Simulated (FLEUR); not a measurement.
# MnS (Browneite): cost and accuracy of the basis cutoff, part 2 of 2

Aim: see how far the moments and order energies of MnS (Browneite) move with the basis cutoff, and what each rung costs.

FLEUR MaX-R8.1; PBE with U = 4.9 eV, J = 0.9 eV on Mn d; all-electron FLAPW, Dirac cores, scalar-relativistic bands.

So far, largest spin moment in the muffin-tin sphere (μB): step 2 (rung 1 (Kmax 2.56 1/bohr), start ferro +) 4.70; step 3 (rung 1 (Kmax 2.56 1/bohr), start antiferro q=(0,1/2,1/2) +-) 4.58; step 4 (rung 2 (Kmax 3.2 1/bohr), start ferro +) 4.73; step 5 (rung 2 (Kmax 3.2 1/bohr), start antiferro q=(0,1/2,1/2) +-) 4.61; step 6 (rung 3 (Kmax 3.84 1/bohr), start ferro +) 4.73.

## Step 7: Rung 3 (Kmax 3.84 1/bohr), start antiferro q=(0,1/2,1/2) +-

The k list default-1 (kpts.xml, not shown) is a Γ-centred 6×3×6 mesh.

File inp.xml:

```
<?xml version="1.0" encoding="UTF-8" standalone="no"?>
<fleurInput fleurInputVersion="0.39">
   <comment>
      MnS
   </comment>
   <calculationSetup>
      <cutoffs Kmax="3.84" Gmax="11.5" GmaxXC="11.5" numbands="0"/>
      <scfLoop itmax="130" minDistance="0.0001" maxIterBroyd="15" imix="Anderson" alpha="0.05" precondParam="0.0" spinf="2.0" sdNocoIR="T"/>
      <coreElectrons ctail="T" frcor="F" kcrel="0" coretail_lmax="0"/>
      <xcFunctional name="pbe" relativisticCorrections="F"/>
      <magnetism jspins="2"/>
      <soc l_soc="F" theta="0.0" phi="0.0" spav="F"/>
      <expertModes spex="0" secvar="F"/>
      <geometryOptimization l_f="F" forcealpha="1.0" forcemix="BFGS" epsdisp="0.00001" epsforce="0.00001"/>
      <ldaU l_linMix="F" mixParam="0.05" spinf="1.0"/>
   </calculationSetup>
   <cell>
      <bzIntegration valenceElectrons="42.0" mode="hist" fermiSmearingEnergy="0.00110248">
         <kPointListSelection listName="default-1"/>
         <xi:include xmlns:xi="http://www.w3.org/2001/XInclude" href="kpts.xml"> </xi:include>
      </bzIntegration>
      <xi:include xmlns:xi="http://www.w3.org/2001/XInclude" href="sym.xml"> </xi:include>
      <bulkLattice scale="1.0">
         <bravaisMatrix>
            <row-1>    0.0000000000000000     5.2912331488799991     5.2912331488799991</row-1>
            <row-2>   10.5824662977599981     0.0000000000000000    10.5824662977599981</row-2>
            <row-3>   10.5824662977599981     5.2912331488799991     5.2912331488799991</row-3>
         </bravaisMatrix>
      </bulkLattice>
   </cell>
   <atomSpecies>
      <species name="Manganese 4.500" element="Mn" atomicNumber="25">
         <mtSphere radius="2.7" gridPoints="893" logIncrement="0.014"/>
         <atomicCutoffs lmax="10" lnonsphr="8"/>
         <electronConfig flipSpins="F">
            <coreConfig>(1s1/2) (2s1/2) (2p1/2) (2p3/2)</coreConfig>
            <valenceConfig>(3s1/2) (3p1/2) (3p3/2) (4s1/2) (3d3/2) (3d5/2)</valenceConfig>
            <stateOccupation state="(3d3/2)" spinUp="1.75" spinDown="0.25"/>
            <stateOccupation state="(3d5/2)" spinUp="3.0" spinDown="0.0"/>
         </electronConfig>
         <energyParameters s="4" p="4" d="3" f="4"/>
         <ldaU l="2" U="4.9" J="0.9" l_amf="F"/>
         <lo type="SCLO" l="0" n="3" eDeriv="0"/>
         <lo type="SCLO" l="1" n="3" eDeriv="0"/>
      </species>
      <species name="Manganese -4.500" element="Mn" atomicNumber="25">
         <mtSphere radius="2.7" gridPoints="893" logIncrement="0.014"/>
         <atomicCutoffs lmax="10" lnonsphr="8"/>
         <electronConfig flipSpins="F">
            <coreConfig>(1s1/2) (2s1/2) (2p1/2) (2p3/2)</coreConfig>
            <valenceConfig>(3s1/2) (3p1/2) (3p3/2) (4s1/2) (3d3/2) (3d5/2)</valenceConfig>
            <stateOccupation state="(3d3/2)" spinUp="0.25" spinDown="1.75"/>
            <stateOccupation state="(3d5/2)" spinUp="0.0" spinDown="3.0"/>
         </electronConfig>
         <energyParameters s="4" p="4" d="3" f="4"/>
         <ldaU l="2" U="4.9" J="0.9" l_amf="F"/>
         <lo type="SCLO" l="0" n="3" eDeriv="0"/>
         <lo type="SCLO" l="1" n="3" eDeriv="0"/>
      </species>
      <species name="Sulfur (S)" element="S" atomicNumber="16">
         <mtSphere radius="1.76" gridPoints="583" logIncrement="0.02"/>
         <atomicCutoffs lmax="6" lnonsphr="4"/>
         <electronConfig flipSpins="F">
            <coreConfig>(1s1/2) (2s1/2) (2p1/2) (2p3/2)</coreConfig>
            <valenceConfig>(3s1/2) (3p1/2) (3p3/2)</valenceConfig>
            <stateOccupation state="(3p1/2)" spinUp="0.666667" spinDown="0.666667"/>
            <stateOccupation state="(3p3/2)" spinUp="1.333333" spinDown="1.333333"/>
         </electronConfig>
         <energyParameters s="3" p="3" d="3" f="4"/>
      </species>
   </atomSpecies>
   <atomGroups>
      <atomGroup species="Manganese 4.500">
         <relPos label="                   1">.0000000000 .0000000000 .0000000000</relPos>
         <force calculate="T" relaxXYZ="TTT"/>
      </atomGroup>
      <atomGroup species="Manganese -4.500">
         <relPos label="                   2">.0000000000 1.000/2.000 .0000000000</relPos>
         <force calculate="T" relaxXYZ="TTT"/>
      </atomGroup>
      <atomGroup species="Sulfur (S)">
         <relPos label="                   3">1.000/4.000 .0000000000 1.000/4.000</relPos>
         <relPos label="                   4">1.000/4.000 1.000/2.000 1.000/4.000</relPos>
         <force calculate="T" relaxXYZ="TTT"/>
      </atomGroup>
   </atomGroups>
   <output dos="F" band="F" slice="F">
      <bandDOS minEnergy="-.5*Htr" maxEnergy="0.5*Htr" sigma="0.015" storeEVData="T"/>
      <plotting iplot="0" polar="F">
         <plot TwoD="T" vec1="  1.0  0.0  0.0" vec2="  0.0  1.0  0.0" vec3="  0.0  0.0  1.0" zero="  0.0  0.0  0.0" file="plot"/>
      </plotting>
      <moessbauerParams electricFieldGradient="F" isomerShift="F" coreHyperfine="F" valenceHyperfine="F"/>
   </output>
</fleurInput>
```

File crystal.txt:

```
MnS
&input film=F cartesian=F /
0.00000000000  2.80000000000  2.80000000000
5.60000000000  0.00000000000  5.60000000000
5.60000000000  2.80000000000  2.80000000000
1.8897261246
1.0 1.0 1.0

4
25 0.00000000000  0.00000000000  0.00000000000 : 4.500
25 0.00000000000  0.50000000000  0.00000000000 : -4.500
16 0.25000000000  0.00000000000  0.25000000000
16 0.25000000000  0.50000000000  0.25000000000

&kpt div1=6 div2=3 div3=6 gamma=T /
```

Started as:

```sh
> OMP_NUM_THREADS=1 inpgen -f crystal.txt > inpgen.log  # inp.xml is then edited as shown
> OMP_NUM_THREADS=1 mpirun -n 2 fleur_MPI > fleur.log
```

Elapsed: 4.5 min, on 2 MPI ranks of Intel Xeon Platinum 8375C at 2.90GHz (Ice Lake), shared host; peak memory 0.36 GiB.

Numbers from this step:

```yaml
free_energy: -84782.8798 eV
program_s_band_gap_on_this_mesh_in_a_metal_only_a_level_spacing: 2.768 eV
magnetization: 0 μB
final_state: antiferromagnetic
largest_moment: 4.613 μB
```

This start lies -98.7 meV a seeded atom from the first, a change of +0.4 meV since rung 2; its largest moment is 4.61 μB.

## Step 8: Rung 4 (Kmax 4.47 1/bohr), start ferro +

The k list default-1 (kpts.xml, not shown) is a Γ-centred 6×6×6 mesh.

Changes to inp.xml since step 7:

```diff
@@ -6,3 +6,3 @@
    <calculationSetup>
-      <cutoffs Kmax="3.84" Gmax="11.5" GmaxXC="11.5" numbands="0"/>
+      <cutoffs Kmax="4.47" Gmax="13.4" GmaxXC="13.4" numbands="0"/>
       <scfLoop itmax="130" minDistance="0.0001" maxIterBroyd="15" imix="Anderson" alpha="0.05" precondParam="0.0" spinf="2.0" sdNocoIR="T"/>
@@ -17,3 +17,3 @@
    <cell>
-      <bzIntegration valenceElectrons="42.0" mode="hist" fermiSmearingEnergy="0.00110248">
+      <bzIntegration valenceElectrons="21.0" mode="hist" fermiSmearingEnergy="0.00110248">
          <kPointListSelection listName="default-1"/>
@@ -25,4 +25,4 @@
             <row-1>    0.0000000000000000     5.2912331488799991     5.2912331488799991</row-1>
-            <row-2>   10.5824662977599981     0.0000000000000000    10.5824662977599981</row-2>
-            <row-3>   10.5824662977599981     5.2912331488799991     5.2912331488799991</row-3>
+            <row-2>    5.2912331488799991     0.0000000000000000     5.2912331488799991</row-2>
+            <row-3>    5.2912331488799991     5.2912331488799991     0.0000000000000000</row-3>
          </bravaisMatrix>
@@ -39,16 +39,2 @@
             <stateOccupation state="(3d5/2)" spinUp="3.0" spinDown="0.0"/>
-         </electronConfig>
-         <energyParameters s="4" p="4" d="3" f="4"/>
-         <ldaU l="2" U="4.9" J="0.9" l_amf="F"/>
-         <lo type="SCLO" l="0" n="3" eDeriv="0"/>
-         <lo type="SCLO" l="1" n="3" eDeriv="0"/>
-      </species>
-      <species name="Manganese -4.500" element="Mn" atomicNumber="25">
-         <mtSphere radius="2.7" gridPoints="893" logIncrement="0.014"/>
-         <atomicCutoffs lmax="10" lnonsphr="8"/>
-         <electronConfig flipSpins="F">
-            <coreConfig>(1s1/2) (2s1/2) (2p1/2) (2p3/2)</coreConfig>
-            <valenceConfig>(3s1/2) (3p1/2) (3p3/2) (4s1/2) (3d3/2) (3d5/2)</valenceConfig>
-            <stateOccupation state="(3d3/2)" spinUp="0.25" spinDown="1.75"/>
-            <stateOccupation state="(3d5/2)" spinUp="0.0" spinDown="3.0"/>
          </electronConfig>
@@ -76,9 +62,4 @@
       </atomGroup>
-      <atomGroup species="Manganese -4.500">
-         <relPos label="                   2">.0000000000 1.000/2.000 .0000000000</relPos>
-         <force calculate="T" relaxXYZ="TTT"/>
-      </atomGroup>
       <atomGroup species="Sulfur (S)">
-         <relPos label="                   3">1.000/4.000 .0000000000 1.000/4.000</relPos>
-         <relPos label="                   4">1.000/4.000 1.000/2.000 1.000/4.000</relPos>
+         <relPos label="                   2">1.000/4.000 1.000/4.000 1.000/4.000</relPos>
          <force calculate="T" relaxXYZ="TTT"/>
```

File crystal.txt:

```
MnS
&input film=F cartesian=F /
0.00000000000  2.80000000000  2.80000000000
2.80000000000  0.00000000000  2.80000000000
2.80000000000  2.80000000000  0.00000000000
1.8897261246
1.0 1.0 1.0

2
25 0.00000000000  0.00000000000  0.00000000000 : 4.500
16 0.25000000000  0.25000000000  0.25000000000

&kpt div1=6 div2=6 div3=6 gamma=T /
```

Run time: 62 s. Hardware: 2 MPI ranks; peak memory 0.17 GiB.

This step gave:

| Property | Result |
| --- | --- |
| free energy | -42391.3592 eV |
| program's band gap on this mesh (in a metal only a level spacing) | 1.216 eV |
| magnetization | 5 μB |
| final state | ferromagnetic |
| largest moment | 4.730 μB |

The largest moment is that of rung 3, at 2.1 times its CPU time.

## Step 9: Rung 4 (Kmax 4.47 1/bohr), start antiferro q=(0,1/2,1/2) +-

The k list default-1 (kpts.xml, not shown) is a Γ-centred 6×3×6 mesh.

Changes to inp.xml since step 8:

```diff
@@ -17,3 +17,3 @@
    <cell>
-      <bzIntegration valenceElectrons="21.0" mode="hist" fermiSmearingEnergy="0.00110248">
+      <bzIntegration valenceElectrons="42.0" mode="hist" fermiSmearingEnergy="0.00110248">
          <kPointListSelection listName="default-1"/>
@@ -25,4 +25,4 @@
             <row-1>    0.0000000000000000     5.2912331488799991     5.2912331488799991</row-1>
-            <row-2>    5.2912331488799991     0.0000000000000000     5.2912331488799991</row-2>
-            <row-3>    5.2912331488799991     5.2912331488799991     0.0000000000000000</row-3>
+            <row-2>   10.5824662977599981     0.0000000000000000    10.5824662977599981</row-2>
+            <row-3>   10.5824662977599981     5.2912331488799991     5.2912331488799991</row-3>
          </bravaisMatrix>
@@ -39,2 +39,16 @@
             <stateOccupation state="(3d5/2)" spinUp="3.0" spinDown="0.0"/>
+         </electronConfig>
+         <energyParameters s="4" p="4" d="3" f="4"/>
+         <ldaU l="2" U="4.9" J="0.9" l_amf="F"/>
+         <lo type="SCLO" l="0" n="3" eDeriv="0"/>
+         <lo type="SCLO" l="1" n="3" eDeriv="0"/>
+      </species>
+      <species name="Manganese -4.500" element="Mn" atomicNumber="25">
+         <mtSphere radius="2.7" gridPoints="893" logIncrement="0.014"/>
+         <atomicCutoffs lmax="10" lnonsphr="8"/>
+         <electronConfig flipSpins="F">
+            <coreConfig>(1s1/2) (2s1/2) (2p1/2) (2p3/2)</coreConfig>
+            <valenceConfig>(3s1/2) (3p1/2) (3p3/2) (4s1/2) (3d3/2) (3d5/2)</valenceConfig>
+            <stateOccupation state="(3d3/2)" spinUp="0.25" spinDown="1.75"/>
+            <stateOccupation state="(3d5/2)" spinUp="0.0" spinDown="3.0"/>
          </electronConfig>
@@ -62,4 +76,9 @@
       </atomGroup>
+      <atomGroup species="Manganese -4.500">
+         <relPos label="                   2">.0000000000 1.000/2.000 .0000000000</relPos>
+         <force calculate="T" relaxXYZ="TTT"/>
+      </atomGroup>
       <atomGroup species="Sulfur (S)">
-         <relPos label="                   2">1.000/4.000 1.000/4.000 1.000/4.000</relPos>
+         <relPos label="                   3">1.000/4.000 .0000000000 1.000/4.000</relPos>
+         <relPos label="                   4">1.000/4.000 1.000/2.000 1.000/4.000</relPos>
          <force calculate="T" relaxXYZ="TTT"/>
```

File crystal.txt:

```
MnS
&input film=F cartesian=F /
0.00000000000  2.80000000000  2.80000000000
5.60000000000  0.00000000000  5.60000000000
5.60000000000  2.80000000000  2.80000000000
1.8897261246
1.0 1.0 1.0

4
25 0.00000000000  0.00000000000  0.00000000000 : 4.500
25 0.00000000000  0.50000000000  0.00000000000 : -4.500
16 0.25000000000  0.00000000000  0.25000000000
16 0.25000000000  0.50000000000  0.25000000000

&kpt div1=6 div2=3 div3=6 gamma=T /
```

Run time: 12 min. Hardware: 2 MPI ranks; peak memory 0.43 GiB; 22 min of CPU time.

Read from the output:

```yaml
free_energy: -84782.9153 eV
program_s_band_gap_on_this_mesh_in_a_metal_only_a_level_spacing: 2.766 eV
magnetization: 0 μB
final_state: antiferromagnetic
largest_moment: 4.614 μB
```

This start lies -98.4 meV a seeded atom from the first, a change of +0.3 meV since rung 3; its largest moment is 4.61 μB.

## Step 10: Rung 5 (Kmax 5.11 1/bohr), start ferro +

The k list default-1 (kpts.xml, not shown) is a Γ-centred 6×6×6 mesh.

Changes to inp.xml since step 9:

```diff
@@ -6,3 +6,3 @@
    <calculationSetup>
-      <cutoffs Kmax="4.47" Gmax="13.4" GmaxXC="13.4" numbands="0"/>
+      <cutoffs Kmax="5.11" Gmax="15.3" GmaxXC="15.3" numbands="0"/>
       <scfLoop itmax="130" minDistance="0.0001" maxIterBroyd="15" imix="Anderson" alpha="0.05" precondParam="0.0" spinf="2.0" sdNocoIR="T"/>
@@ -17,3 +17,3 @@
    <cell>
-      <bzIntegration valenceElectrons="42.0" mode="hist" fermiSmearingEnergy="0.00110248">
+      <bzIntegration valenceElectrons="21.0" mode="hist" fermiSmearingEnergy="0.00110248">
          <kPointListSelection listName="default-1"/>
@@ -25,4 +25,4 @@
             <row-1>    0.0000000000000000     5.2912331488799991     5.2912331488799991</row-1>
-            <row-2>   10.5824662977599981     0.0000000000000000    10.5824662977599981</row-2>
-            <row-3>   10.5824662977599981     5.2912331488799991     5.2912331488799991</row-3>
+            <row-2>    5.2912331488799991     0.0000000000000000     5.2912331488799991</row-2>
+            <row-3>    5.2912331488799991     5.2912331488799991     0.0000000000000000</row-3>
          </bravaisMatrix>
@@ -39,16 +39,2 @@
             <stateOccupation state="(3d5/2)" spinUp="3.0" spinDown="0.0"/>
-         </electronConfig>
-         <energyParameters s="4" p="4" d="3" f="4"/>
-         <ldaU l="2" U="4.9" J="0.9" l_amf="F"/>
-         <lo type="SCLO" l="0" n="3" eDeriv="0"/>
-         <lo type="SCLO" l="1" n="3" eDeriv="0"/>
-      </species>
-      <species name="Manganese -4.500" element="Mn" atomicNumber="25">
-         <mtSphere radius="2.7" gridPoints="893" logIncrement="0.014"/>
-         <atomicCutoffs lmax="10" lnonsphr="8"/>
-         <electronConfig flipSpins="F">
-            <coreConfig>(1s1/2) (2s1/2) (2p1/2) (2p3/2)</coreConfig>
-            <valenceConfig>(3s1/2) (3p1/2) (3p3/2) (4s1/2) (3d3/2) (3d5/2)</valenceConfig>
-            <stateOccupation state="(3d3/2)" spinUp="0.25" spinDown="1.75"/>
-            <stateOccupation state="(3d5/2)" spinUp="0.0" spinDown="3.0"/>
          </electronConfig>
@@ -76,9 +62,4 @@
       </atomGroup>
-      <atomGroup species="Manganese -4.500">
-         <relPos label="                   2">.0000000000 1.000/2.000 .0000000000</relPos>
-         <force calculate="T" relaxXYZ="TTT"/>
-      </atomGroup>
       <atomGroup species="Sulfur (S)">
-         <relPos label="                   3">1.000/4.000 .0000000000 1.000/4.000</relPos>
-         <relPos label="                   4">1.000/4.000 1.000/2.000 1.000/4.000</relPos>
+         <relPos label="                   2">1.000/4.000 1.000/4.000 1.000/4.000</relPos>
          <force calculate="T" relaxXYZ="TTT"/>
```

File crystal.txt:

```
MnS
&input film=F cartesian=F /
0.00000000000  2.80000000000  2.80000000000
2.80000000000  0.00000000000  2.80000000000
2.80000000000  2.80000000000  0.00000000000
1.8897261246
1.0 1.0 1.0

2
25 0.00000000000  0.00000000000  0.00000000000 : 4.500
16 0.25000000000  0.25000000000  0.25000000000

&kpt div1=6 div2=6 div3=6 gamma=T /
```

It took 2.4 min on 2 MPI ranks; peak memory 0.18 GiB.

Numbers from this step:

```yaml
free_energy: -42391.3637 eV
program_s_band_gap_on_this_mesh_in_a_metal_only_a_level_spacing: 1.218 eV
magnetization: 5 μB
final_state: ferromagnetic
largest_moment: 4.731 μB
```

The largest moment is that of rung 4, at 2.2 times its CPU time.

## Step 11: Rung 5 (Kmax 5.11 1/bohr), start antiferro q=(0,1/2,1/2) +-

The k list default-1 (kpts.xml, not shown) is a Γ-centred 6×3×6 mesh.

Changes to inp.xml since step 10:

```diff
@@ -17,3 +17,3 @@
    <cell>
-      <bzIntegration valenceElectrons="21.0" mode="hist" fermiSmearingEnergy="0.00110248">
+      <bzIntegration valenceElectrons="42.0" mode="hist" fermiSmearingEnergy="0.00110248">
          <kPointListSelection listName="default-1"/>
@@ -25,4 +25,4 @@
             <row-1>    0.0000000000000000     5.2912331488799991     5.2912331488799991</row-1>
-            <row-2>    5.2912331488799991     0.0000000000000000     5.2912331488799991</row-2>
-            <row-3>    5.2912331488799991     5.2912331488799991     0.0000000000000000</row-3>
+            <row-2>   10.5824662977599981     0.0000000000000000    10.5824662977599981</row-2>
+            <row-3>   10.5824662977599981     5.2912331488799991     5.2912331488799991</row-3>
          </bravaisMatrix>
@@ -39,2 +39,16 @@
             <stateOccupation state="(3d5/2)" spinUp="3.0" spinDown="0.0"/>
+         </electronConfig>
+         <energyParameters s="4" p="4" d="3" f="4"/>
+         <ldaU l="2" U="4.9" J="0.9" l_amf="F"/>
+         <lo type="SCLO" l="0" n="3" eDeriv="0"/>
+         <lo type="SCLO" l="1" n="3" eDeriv="0"/>
+      </species>
+      <species name="Manganese -4.500" element="Mn" atomicNumber="25">
+         <mtSphere radius="2.7" gridPoints="893" logIncrement="0.014"/>
+         <atomicCutoffs lmax="10" lnonsphr="8"/>
+         <electronConfig flipSpins="F">
+            <coreConfig>(1s1/2) (2s1/2) (2p1/2) (2p3/2)</coreConfig>
+            <valenceConfig>(3s1/2) (3p1/2) (3p3/2) (4s1/2) (3d3/2) (3d5/2)</valenceConfig>
+            <stateOccupation state="(3d3/2)" spinUp="0.25" spinDown="1.75"/>
+            <stateOccupation state="(3d5/2)" spinUp="0.0" spinDown="3.0"/>
          </electronConfig>
@@ -62,4 +76,9 @@
       </atomGroup>
+      <atomGroup species="Manganese -4.500">
+         <relPos label="                   2">.0000000000 1.000/2.000 .0000000000</relPos>
+         <force calculate="T" relaxXYZ="TTT"/>
+      </atomGroup>
       <atomGroup species="Sulfur (S)">
-         <relPos label="                   2">1.000/4.000 1.000/4.000 1.000/4.000</relPos>
+         <relPos label="                   3">1.000/4.000 .0000000000 1.000/4.000</relPos>
+         <relPos label="                   4">1.000/4.000 1.000/2.000 1.000/4.000</relPos>
          <force calculate="T" relaxXYZ="TTT"/>
```

File crystal.txt:

```
MnS
&input film=F cartesian=F /
0.00000000000  2.80000000000  2.80000000000
5.60000000000  0.00000000000  5.60000000000
5.60000000000  2.80000000000  2.80000000000
1.8897261246
1.0 1.0 1.0

4
25 0.00000000000  0.00000000000  0.00000000000 : 4.500
25 0.00000000000  0.50000000000  0.00000000000 : -4.500
16 0.25000000000  0.00000000000  0.25000000000
16 0.25000000000  0.50000000000  0.25000000000

&kpt div1=6 div2=3 div3=6 gamma=T /
```

Run time: 33 min. Hardware: 2 MPI ranks; peak memory 0.57 GiB.

The run was cut off at its time limit.

After 17 cycles the density distance stands at 1.3e-4 me/bohr³, still falling.

## Step 12: Side by side

Ladder, by row:

| rung | Kmax (1/bohr) | state from the first start | state from the second start | second less first (meV a seeded atom) | moment, first (μB) | moment, second (μB) | CPU time (s), all starts |
| --- | --- | --- | --- | --- | --- | --- | --- |
| 1 | 2.56 | ferromagnetic | antiferromagnetic | -106.8 | 4.702 | 4.582 | 150.8 |
| 2 | 3.2 | ferromagnetic | antiferromagnetic | -99.12 | 4.726 | 4.609 | 215.2 |
| 3 | 3.84 | ferromagnetic | antiferromagnetic | -98.72 | 4.729 | 4.613 | 577.5 |
| 4 | 4.47 | ferromagnetic | antiferromagnetic | -98.44 | 4.73 | 4.614 | 1434 |

## Step 13: Outcome

```
range of the moment in the table, second start                                    : 4.58 to 4.61 μB
range of CPU time                                                                 : 2.5 min to 24 min
range of the energy difference                                                    : -107 to -98.4 meV a seeded atom
first rung from which all stay within 4.9 meV of the last, moments within 0.06 μB : 2
```

From rung 2 on the result stays within 0.68 meV of the last rung, inside the margin of 4.9 meV (5 % of the last value, 2 meV at least; moments within 0.06 μB), at 15 % of the last rung's cost. The second start ends lower on every rung, so the sign of the difference is steady; whether functional and cell give the true order is another matter. Rung 5 gave no pair of finished runs and is missing from the table. Differences are of free energies, so a wide smearing enters them.

[Logs and program files are shortened in this print: banners, set-up blocks, solver, clock and traceback lines can be left out without a mark of their own.]

[Logs are printed without paths, hosts, clocks, repeated set-up lines and the standing remarks that a program may print on its own settings, such as how far it seeks lower states.]

[Hosts, paths, dates, database ids (printed as entryN), source tags and the programs' standing remarks are cut or masked in the printed files.]

[Where a cell is said to come from a database of computed structures, the database is the Materials Project.]
